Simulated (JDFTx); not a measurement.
# SrO (Fm-3m) in JDFTx: reference runs

Reference runs on SrO: the cell as given and a disturbed copy.

Everything below comes from runs of JDFTx 1.7.0 (patched build). Logs are shortened: lines on timing, memory, paths and dates and some standing lists are left out, and cuts for length are marked. The log counts tension as positive stress, the text compression.

### Step 1. Starting point

Symmetry: Fm-3m, No. 225, cubic system. The conventional cell has a = 5.133 Å, b = 5.133 Å, c = 5.133 Å, α = 90.00°, β = 90.00°, γ = 90.00°. Around Sr (site symmetry m-3m) lie 6 O at 2.57 Å. Around O (site symmetry m-3m) lie 6 Sr at 2.57 Å.

### Step 2. Single point, PBE

Input file SrO.in:

```
lattice \
    0.0000000000     4.8496041536     4.8496041536 \
    4.8496041536     0.0000000000     4.8496041536 \
    4.8496041536     4.8496041536     0.0000000000
coords-type Lattice
ion Sr     0.5000000000     0.5000000000     0.5000000000 1
ion O      0.0000000000     0.0000000000     0.0000000000 1

ion-species pseudo/Sr.upf
ion-species pseudo/O.upf
elec-cutoff 42
elec-ex-corr gga-PBE
kpoint-folding 9 9 9
elec-smearing Fermi 0.0018374661
elec-n-bands 14
electronic-SCF nIterations 100 energyDiffThreshold 1e-08
electronic-minimize nIterations 30 energyDiffThreshold 1e-7
converge-empty-states yes
forces-output-coords Cartesian

dump-name run.$VAR
dump End Ecomponents EigStats BandEigs Kpoints Forces Stress ElecDensity Dtot KEdensity
```

Potentials or basis: PseudoDojo-SR-PBE-0.5-standard.

Command:

```console
jdftx -c 1 -i SrO.in -o SrO.out
```

What it wrote:

```text
*************** JDFTx 1.7.0 (patched build) ***************

[... 9 lines left out ...]
---------- Initializing the Grid ----------
R =
[            0       4.8496       4.8496  ]
[       4.8496            0       4.8496  ]
[       4.8496       4.8496            0  ]
unit cell volume = 228.112
G =
[  -0.647804   0.647804   0.647804  ]
[   0.647804  -0.647804   0.647804  ]
[   0.647804   0.647804  -0.647804  ]
Minimum fftbox size, Smin = [  44  44  44  ]
Chosen fftbox size, S = [  48  48  48  ]

---------- Exchange Correlation functional ----------
Initalized PBE GGA exchange.
Initalized PBE GGA correlation.

---------- Setting up pseudopotentials ----------
Width of ionic core gaussian charges (only for fluid interactions / plotting) set to 0

Reading pseudopotential file 'pseudo/Sr.upf':
  'Sr' pseudopotential, 'PBE' functional
  Generated using ONCVPSP code by D. R. Hamann
  10 valence electrons, 3 orbitals, 6 projectors, 1001 radial grid points, with lMax = 2
    4S    l: 0   occupation:  2.0   eigenvalue: -1.503063
    4P    l: 1   occupation:  6.0   eigenvalue: -0.838698
    5S    l: 0   occupation:  2.0   eigenvalue: -0.129587
  Core radius for overlap checks: 1.50 bohrs.

Reading pseudopotential file 'pseudo/O.upf':
  'O' pseudopotential, 'PBE' functional
  Generated using ONCVPSP code by D. R. Hamann
  6 valence electrons, 2 orbitals, 5 projectors, 936 radial grid points, with lMax = 2
    2S    l: 0   occupation:  2.0   eigenvalue: -0.880572
    2P    l: 1   occupation:  4.0   eigenvalue: -0.331869
  Core radius for overlap checks: 1.39 bohrs.

Initialized 2 species with 2 total atoms.

Folded 1 k-points by 9x9x9 to 729 k-points.

---------- Setting up k-points, bands, fillings ----------
Reduced to 35 k-points under symmetry.
Computing the number of bands and number of electrons
Calculating initial fillings.
nElectrons:  16.000000   nBands: 14   nStates: 35

----- Setting up reduced wavefunction bases (one per k-point) -----
average nbasis = 2966.111 , ideal nbasis = 2965.629

---------- Setting up ewald sum ----------
Optimum gaussian width for ewald sums = 2.202606 bohr.
Real space sum over 1331 unit cells with max indices [  5  5  5  ]
Reciprocal space sum over 2197 terms with max indices [  6  6  6  ]

---------- Allocating electronic variables ----------
Initializing wave functions:  linear combination of atomic orbitals
Note: number of bands (14) exceeds available atomic orbitals (9)
Sr pseudo-atom occupations:   s ( 2 2 )  p ( 6 )
O pseudo-atom occupations:   s ( 2 )  p ( 4 )
	FillingsUpdate:  mu: +0.623437004  nElectrons: 16.000000
LCAOMinimize: Iter:   0  F: -46.7809708821496457  |grad|_K:  1.135e-02  alpha:  1.000e+00
	FillingsUpdate:  mu: +0.511742472  nElectrons: 16.000000
LCAOMinimize: Iter:   1  F: -46.9515711061240637  |grad|_K:  6.024e-03  alpha:  2.259e-01  linmin: -3.044e-01  cgtest:  8.442e-01
LCAOMinimize: Encountered beta<0, resetting CG.
[... 13 lines of inner loops ...]
LCAOMinimize: Iter:   6  F: -46.9992129300829760  |grad|_K:  2.704e-06  alpha:  3.717e-01  linmin: -1.145e-03  cgtest:  2.205e-02
	FillingsUpdate:  mu: +0.424507251  nElectrons: 16.000000
LCAOMinimize: Iter:   7  F: -46.9992129498578421  |grad|_K:  6.987e-08  alpha:  7.881e-01  linmin:  2.471e-03  cgtest: -5.619e-02
LCAOMinimize: Converged (|Delta F|<1.000000e-06 for 2 iters).

-------- Electronic minimization -----------
Will mix electronic density at each iteration.
	FillingsUpdate:  mu: +0.424507251  nElectrons: 16.000000
	FillingsUpdate:  mu: +0.383397998  nElectrons: 16.000000
SCF: Cycle:  0   F: -47.018698263683532   dF: -1.949e-02   |Residual|: 2.379e-01   |deigs|: 2.207e-01
	FillingsUpdate:  mu: +0.369444837  nElectrons: 16.000000
SCF: Cycle:  1   F: -47.088980485302031   dF: -7.028e-02   |Residual|: 1.112e-01   |deigs|: 4.256e-02
	FillingsUpdate:  mu: +0.368605286  nElectrons: 16.000000
SCF: Cycle:  2   F: -47.103147825704852   dF: -1.417e-02   |Residual|: 1.681e-02   |deigs|: 1.308e-02
	FillingsUpdate:  mu: +0.371519108  nElectrons: 16.000000
SCF: Cycle:  3   F: -47.103118237946916   dF: +2.959e-05   |Residual|: 1.413e-02   |deigs|: 4.750e-03
	FillingsUpdate:  mu: +0.371870886  nElectrons: 16.000000
SCF: Cycle:  4   F: -47.103323071244823   dF: -2.048e-04   |Residual|: 2.159e-03   |deigs|: 2.130e-03
	FillingsUpdate:  mu: +0.372176995  nElectrons: 16.000000
SCF: Cycle:  5   F: -47.103323930991507   dF: -8.597e-07   |Residual|: 1.282e-03   |deigs|: 7.558e-04
	FillingsUpdate:  mu: +0.372188761  nElectrons: 16.000000
SCF: Cycle:  6   F: -47.103324363007623   dF: -4.320e-07   |Residual|: 9.033e-04   |deigs|: 3.494e-04
	FillingsUpdate:  mu: +0.372221780  nElectrons: 16.000000
SCF: Cycle:  7   F: -47.103325004029088   dF: -6.410e-07   |Residual|: 8.744e-05   |deigs|: 2.748e-04
	FillingsUpdate:  mu: +0.372261691  nElectrons: 16.000000
SCF: Cycle:  8   F: -47.103325000786953   dF: +3.242e-09   |Residual|: 1.444e-04   |deigs|: 2.565e-04
	FillingsUpdate:  mu: +0.372255699  nElectrons: 16.000000
SCF: Cycle:  9   F: -47.103325022795730   dF: -2.201e-08   |Residual|: 2.132e-05   |deigs|: 1.254e-03
	FillingsUpdate:  mu: +0.372258664  nElectrons: 16.000000
SCF: Cycle: 10   F: -47.103325023069218   dF: -2.735e-10   |Residual|: 1.054e-05   |deigs|: 8.424e-04
	FillingsUpdate:  mu: +0.372260208  nElectrons: 16.000000
SCF: Cycle: 11   F: -47.103325023158881   dF: -8.966e-11   |Residual|: 1.887e-06   |deigs|: 4.879e-04
SCF: Converged (|Delta E|<1.000000e-08 for 2 iters).

Setting wave functions to eigenvectors of Hamiltonian
Converging empty states (this may take a while): |deigs|: 1.074e-03

# Stress tensor in Cartesian coordinates [Eh/a0^3]:
[  -0.00010528            0            0  ]
[            0  -0.00010528            0  ]
[            0            0  -0.00010528  ]

# Ionic positions in lattice coordinates:
ion Sr   0.500000000000000   0.500000000000000   0.500000000000000 1
ion O   0.000000000000000   0.000000000000000   0.000000000000000 1

# Forces in Cartesian coordinates:
force Sr   0.000000000000000  -0.000000000000000  -0.000000000000000 1
force O   0.000000000000000  -0.000000000000000   0.000000000000000 1

# Energy components:
   Eewald =      -38.8850906367908280
       EH =        8.3028745239203463
     Eloc =      -30.5092668558577422
      Enl =        2.5318995196922600
      Exc =      -12.6490679865951492
 Exc_core =        3.7879869212382804
       KE =       20.3173394912339447
-------------------------------------
     Etot =      -47.1033250231588809
       TS =        0.0000000000000019
-------------------------------------
        F =      -47.1033250231588809

IonicMinimize: Iter:   0  F: -47.103325023158881  |grad|_K:  1.234e-41
IonicMinimize: Converged (|grad|_K<1.000000e-04).

#--- Lowdin population analysis ---
# oxidation-state Sr +1.650
# oxidation-state O -1.349

Dumping 'run.eigStats' ...
	eMin: -0.889540 at state 0 ( [ +0.000000 +0.000000 +0.000000 ] spin 0 )
	HOMO: +0.297461 at state 0 ( [ +0.000000 +0.000000 +0.000000 ] spin 0 )
	mu  : +0.372261
	LUMO: +0.421573 at state 23 ( [ +0.000000 +0.444444 +0.444444 ] spin 0 )
	eMax: +0.782350 at state 21 ( [ +0.000000 +0.333333 -0.444444 ] spin 0 )
	HOMO-LUMO gap: +0.124112
	Optical gap  : +0.127135 at state 23 ( [ +0.000000 +0.444444 +0.444444 ] spin 0 )
Done!
[note: the Lowdin charges miss the electrons that lie outside the files' atomic orbitals]
[note: mu as printed may lie anywhere between the filled and the empty levels]
```

Run time: 1.7 min. Hardware: 1 thread of Arm Neoverse V2, shared host; peak memory 0.11 GiB.

What came out:

| Quantity | Value |
| --- | --- |
| Free energy | -1281.7468 eV |
| Pressure | 3.1 GPa |
| Band gap on the k mesh | 3.38 eV, indirect (least direct gap 3.46 eV) |

Caveat: an odd mesh through Γ misses points on the zone boundary, where band edges often lie.

### Step 3. Single point, PBE (atoms moved at random, drawn with an rms of 0.05 Å)

SrO.in: that of step 2 with these lines changed.

```diff
@@ -5,4 +5,4 @@
 coords-type Lattice
-ion Sr     0.5000000000     0.5000000000     0.5000000000 1
-ion O      0.0000000000     0.0000000000     0.0000000000 1
+ion Sr     0.4980420000     0.4967900000     0.5061100000 1
+ion O      0.0223730000    -0.0020820000    -0.0049030000 1
 
@@ -21,2 +21,2 @@
 dump-name run.$VAR
-dump End Ecomponents EigStats BandEigs Kpoints Forces Stress ElecDensity Dtot KEdensity
+dump End Ecomponents EigStats BandEigs Kpoints Forces Stress
```

Potentials or basis: PseudoDojo-SR-PBE-0.5-standard.

Command:

```console
jdftx -c 1 -i SrO.in -o SrO.out
```

What it wrote:

```text
*************** JDFTx 1.7.0 (patched build) ***************

Input parsed successfully to the following command list (including defaults):
[... the input with its defaults ...]

---------- Setting up symmetries ----------

Found 48 point-group symmetries of the bravais lattice
Found 1 space-group symmetries with basis
Applied RMS atom displacement 0 bohrs to make symmetries exact.

---------- Initializing the Grid ----------
R =
[            0       4.8496       4.8496  ]
[       4.8496            0       4.8496  ]
[       4.8496       4.8496            0  ]
unit cell volume = 228.112
G =
[  -0.647804   0.647804   0.647804  ]
[   0.647804  -0.647804   0.647804  ]
[   0.647804   0.647804  -0.647804  ]
Minimum fftbox size, Smin = [  44  44  44  ]
Chosen fftbox size, S = [  48  48  48  ]

---------- Exchange Correlation functional ----------
Initalized PBE GGA exchange.
Initalized PBE GGA correlation.

---------- Setting up pseudopotentials ----------
Width of ionic core gaussian charges (only for fluid interactions / plotting) set to 0

Reading pseudopotential file 'pseudo/Sr.upf':
  'Sr' pseudopotential, 'PBE' functional
  Generated using ONCVPSP code by D. R. Hamann
  10 valence electrons, 3 orbitals, 6 projectors, 1001 radial grid points, with lMax = 2
    4S    l: 0   occupation:  2.0   eigenvalue: -1.503063
    4P    l: 1   occupation:  6.0   eigenvalue: -0.838698
    5S    l: 0   occupation:  2.0   eigenvalue: -0.129587
  Core radius for overlap checks: 1.50 bohrs.

Reading pseudopotential file 'pseudo/O.upf':
  'O' pseudopotential, 'PBE' functional
  Generated using ONCVPSP code by D. R. Hamann
  6 valence electrons, 2 orbitals, 5 projectors, 936 radial grid points, with lMax = 2
    2S    l: 0   occupation:  2.0   eigenvalue: -0.880572
    2P    l: 1   occupation:  4.0   eigenvalue: -0.331869
  Core radius for overlap checks: 1.39 bohrs.

Initialized 2 species with 2 total atoms.

Folded 1 k-points by 9x9x9 to 729 k-points.

---------- Setting up k-points, bands, fillings ----------
Adding inversion symmetry to k-mesh for non-inversion-symmetric unit cell.
Reduced to 365 k-points under symmetry.
Computing the number of bands and number of electrons
Calculating initial fillings.
nElectrons:  16.000000   nBands: 14   nStates: 365

----- Setting up reduced wavefunction bases (one per k-point) -----
average nbasis = 2966.111 , ideal nbasis = 2965.629

---------- Setting up ewald sum ----------
Optimum gaussian width for ewald sums = 2.202606 bohr.
Real space sum over 1331 unit cells with max indices [  5  5  5  ]
Reciprocal space sum over 2197 terms with max indices [  6  6  6  ]

---------- Allocating electronic variables ----------
Initializing wave functions:  linear combination of atomic orbitals
Note: number of bands (14) exceeds available atomic orbitals (9)
Sr pseudo-atom occupations:   s ( 2 2 )  p ( 6 )
O pseudo-atom occupations:   s ( 2 )  p ( 4 )
	FillingsUpdate:  mu: +0.627579827  nElectrons: 16.000000
LCAOMinimize: Iter:   0  F: -46.7794720233423504  |grad|_K:  3.511e-03  alpha:  1.000e+00
	FillingsUpdate:  mu: +0.513603163  nElectrons: 16.000000
LCAOMinimize: Iter:   1  F: -46.9508700092184483  |grad|_K:  1.855e-03  alpha:  2.275e-01  linmin: -3.536e-01  cgtest:  8.435e-01
LCAOMinimize: Encountered beta<0, resetting CG.
[... 13 lines of inner loops ...]
LCAOMinimize: Iter:   6  F: -46.9980754754813788  |grad|_K:  8.233e-07  alpha:  3.741e-01  linmin: -1.249e-03  cgtest:  2.279e-02
	FillingsUpdate:  mu: +0.428374110  nElectrons: 16.000000
LCAOMinimize: Iter:   7  F: -46.9980754944839489  |grad|_K:  2.312e-08  alpha:  7.834e-01  linmin:  3.373e-03  cgtest: -5.492e-02
LCAOMinimize: Converged (|Delta F|<1.000000e-06 for 2 iters).

-------- Electronic minimization -----------
Will mix electronic density at each iteration.
	FillingsUpdate:  mu: +0.428374110  nElectrons: 16.000000
	FillingsUpdate:  mu: +0.384862010  nElectrons: 16.000000
SCF: Cycle:  0   F: -47.016602236941203   dF: -1.853e-02   |Residual|: 2.410e-01   |deigs|: 2.325e-01
	FillingsUpdate:  mu: +0.375053840  nElectrons: 16.000000
SCF: Cycle:  1   F: -47.088374078316583   dF: -7.177e-02   |Residual|: 1.123e-01   |deigs|: 4.276e-02
	FillingsUpdate:  mu: +0.374267006  nElectrons: 16.000000
SCF: Cycle:  2   F: -47.102895294084043   dF: -1.452e-02   |Residual|: 1.690e-02   |deigs|: 1.311e-02
	FillingsUpdate:  mu: +0.377143505  nElectrons: 16.000000
SCF: Cycle:  3   F: -47.102874523915162   dF: +2.077e-05   |Residual|: 1.388e-02   |deigs|: 4.872e-03
	FillingsUpdate:  mu: +0.377521334  nElectrons: 16.000000
SCF: Cycle:  4   F: -47.103074760746111   dF: -2.002e-04   |Residual|: 1.976e-03   |deigs|: 2.416e-03
	FillingsUpdate:  mu: +0.377847181  nElectrons: 16.000000
SCF: Cycle:  5   F: -47.103075981346095   dF: -1.221e-06   |Residual|: 9.409e-04   |deigs|: 8.776e-04
	FillingsUpdate:  mu: +0.377867331  nElectrons: 16.000000
SCF: Cycle:  6   F: -47.103076224121232   dF: -2.428e-07   |Residual|: 5.614e-04   |deigs|: 3.831e-04
	FillingsUpdate:  mu: +0.377912774  nElectrons: 16.000000
SCF: Cycle:  7   F: -47.103076592015867   dF: -3.679e-07   |Residual|: 4.944e-05   |deigs|: 2.751e-04
	FillingsUpdate:  mu: +0.377934091  nElectrons: 16.000000
SCF: Cycle:  8   F: -47.103076598665503   dF: -6.650e-09   |Residual|: 4.161e-05   |deigs|: 2.133e-04
	FillingsUpdate:  mu: +0.377933717  nElectrons: 16.000000
SCF: Cycle:  9   F: -47.103076601660554   dF: -2.995e-09   |Residual|: 1.851e-05   |deigs|: 2.567e-04
SCF: Converged (|Delta E|<1.000000e-08 for 2 iters).

Setting wave functions to eigenvectors of Hamiltonian
Converging empty states (this may take a while): |deigs|: 1.072e-03

# Stress tensor in Cartesian coordinates [Eh/a0^3]:
[ -0.000104731  -4.4269e-07 -8.66593e-07  ]
[  -4.4269e-07 -0.000106718  1.17867e-06  ]
[ -8.66593e-07  1.17867e-06 -0.000118642  ]

# Ionic positions in lattice coordinates:
ion Sr   0.498042000000000   0.496790000000000   0.506110000000000 1
ion O   0.022373000000000  -0.002082000000000  -0.004903000000000 1

# Forces in Cartesian coordinates:
force Sr  -0.001079124211907   0.001462931681827   0.002884222594169 1
force O   0.001078559507098  -0.001464109491815  -0.002882471758335 1

# Energy components:
   Eewald =      -38.8731342279794703
       EH =        8.3147015604463146
     Eloc =      -30.5346790171507969
      Enl =        2.5315363994406868
      Exc =      -12.6498198377122826
 Exc_core =        3.7879869452782673
       KE =       20.3203315760167413
-------------------------------------
     Etot =      -47.1030766016605327
       TS =        0.0000000000000201
-------------------------------------
        F =      -47.1030766016605540

IonicMinimize: Iter:   0  F: -47.103076601660554  |grad|_K:  1.968e-03
IonicMinimize: None of the convergence criteria satisfied after 0 iterations.

#--- Lowdin population analysis ---
# oxidation-state Sr +1.650
# oxidation-state O -1.348

Dumping 'run.eigStats' ...
	eMin: -0.889390 at state 0 ( [ +0.000000 +0.000000 +0.000000 ] spin 0 )
	HOMO: +0.296930 at state 0 ( [ +0.000000 +0.000000 +0.000000 ] spin 0 )
	mu  : +0.377934
	LUMO: +0.422132 at state 320 ( [ +0.444444 +0.444444 +0.000000 ] spin 0 )
	eMax: +0.782266 at state 172 ( [ +0.222222 -0.444444 -0.444444 ] spin 0 )
	HOMO-LUMO gap: +0.125202
	Optical gap  : +0.127858 at state 320 ( [ +0.444444 +0.444444 +0.000000 ] spin 0 )
Done!
[note: the Lowdin charges miss the electrons that lie outside the files' atomic orbitals]
[note: mu as printed may lie anywhere between the filled and the empty levels]
```

It took 16 min on 1 thread of Arm Neoverse V2, shared host; peak memory 0.79 GiB.

Results:

```
Free energy            : -1281.7400 eV
Pressure               : 3.2 GPa
Band gap on the k mesh : 3.41 eV, indirect (least direct gap 3.48 eV)
```

Caveat: an odd mesh through Γ misses points on the zone boundary, where band edges often lie.
